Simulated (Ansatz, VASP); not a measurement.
C in VASP and in Ansatz

File INCAR:

```
SYSTEM = C
PREC     = Accurate       ! precision mode
ENCUT    = 520            ! plane-wave cutoff, eV
EDIFF    = 1E-7           ! SCF threshold, eV
ISMEAR   = -1             ! smearing method
SIGMA    = 0.03           ! smearing width, eV
LREAL    = .FALSE.        ! projectors in reciprocal space
LASPH    = .TRUE.         ! aspherical terms in the spheres
NELM     = 80             ! most SCF steps
ALGO     = Normal         ! electronic algorithm
ISIF     = 2              ! what is computed and relaxed
LWAVE    = .FALSE.        ! write WAVECAR
LCHARG   = .FALSE.        ! write CHGCAR
GGA      = PE             ! functional
NBANDS   = 8              ! bands
```

The input KPOINTS:

```
Automatic mesh
0
G
  16 16 16
  0 0 0
```

The input POSCAR:

```
C
1.0
   -1.1721240257      1.1721240257      1.1721240257
    1.1721240257     -1.1721240257      1.1721240257
    1.1721240257      1.1721240257     -1.1721240257
C
1
Direct
    0.0000000000      0.0000000000      0.0000000000
```

Input for Ansatz:

```yaml
crystal:
  lattice:
    - [-1.1721240257, 1.1721240257, 1.1721240257]
    - [1.1721240257, -1.1721240257, 1.1721240257]
    - [1.1721240257, 1.1721240257, -1.1721240257]
  atoms:
    - { symbol: C, position: [0.0, 0.0, 0.0] }
kpoints:
  mp_grid: { grid: [16, 16, 16] }
scf:
  occupations: { method: fermi_dirac, width: 0.03 }
hamiltonian:
  xc: pbe
  pseudopotentials: { kind: all_electron, lapw: { basis_error: 0.00025 } }
output:
  forces: true
  stress: true
  eigenvalues: true
```

Change from the starting cell: volume scaled by 0.97.

Alike in both runs: task single point; functional PBE; k mesh 16 × 16 × 16; occupations fermi-dirac, width 0.03 eV; no spin polarisation.

|  | VASP | Ansatz |
| --- | --- | --- |
| version | VASP 6.6.1 | Ansatz 0.2.0 |
| potentials or method | VASP PAW PBE potentials, release 64 (C) | all-electron LAPW, scalar-relativistic |
| plane-wave cutoff (eV) | 520 | see its input |

|  | VASP | Ansatz | Ansatz less VASP |
| --- | --- | --- | --- |
| pressure (GPa) | 6.3 | 6.1 | -0.17 |

Ansatz ran all-electron here, so the differences hold the error of VASP's frozen core and of both bases.
